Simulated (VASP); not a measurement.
ZnS (Wurtzite-4H):

```
Zn S
1.0
     3.82270    0.00000    0.00000
    -1.91135    3.31056    0.00000
     0.00000    0.00000   12.52000
Zn S
4 4
Direct
  0.66667 0.33333 0.75000
  0.33333 0.66667 0.25000
  0.00000 0.00000 0.50000
  0.00000 0.00000 0.00000
  0.66667 0.33333 0.93750
  0.33333 0.66667 0.43750
  0.00000 0.00000 0.68750
  0.00000 0.00000 0.18750
```

| Quantity | Value |
| --- | --- |
| Program | VASP 6.6.1 |
| Task | relaxation of cell and atoms |
| Functional | PBE |
| Potentials or basis | VASP PAW PBE potentials, release 64 (Zn, S_h) |
| Cutoff | 980 eV |
| k mesh | 8 × 8 × 3 |
| Occupations | fermi-dirac, width 0.05 eV |
| Spin | no spin polarisation |

At the start: pressure 1.6 GPa; volume 19.81 Å³/atom.

Q: Where does the relaxation end?

A: Over 3 steps the energy falls by 2.1 meV/atom and the volume is 20.23 Å³/atom (+2.2 %); space group P6_3mc (No. 186, to 0.05 Å).

Step by step:
```tsv
step	energy change (eV)	largest force (eV/Å)	pressure (GPa)	volume (Å³)
1	0.0000	0.0437	1.57	158.44
2	-0.0151	0.0109	-0.44	162.92
3	-0.0165	0.0158	0.02	161.87
```

Final structure:
```yaml
crystal:
  lattice:
    - [3.85090, 0.00000, 0.00000]
    - [-1.92545, 3.33498, 0.00000]
    - [0.00000, 0.00000, 12.60430]
  atoms:
    - { symbol: Zn, position: [0.66667, 0.33333, 0.75002] }
    - { symbol: Zn, position: [0.33333, 0.66667, 0.25002] }
    - { symbol: Zn, position: [0.00000, 0.00000, 0.50007] }
    - { symbol: Zn, position: [0.00000, 0.00000, 0.00007] }
    - { symbol: S, position: [0.66667, 0.33333, 0.93754] }
    - { symbol: S, position: [0.33333, 0.66667, 0.43754] }
    - { symbol: S, position: [0.00000, 0.00000, 0.68737] }
    - { symbol: S, position: [0.00000, 0.00000, 0.18737] }
```
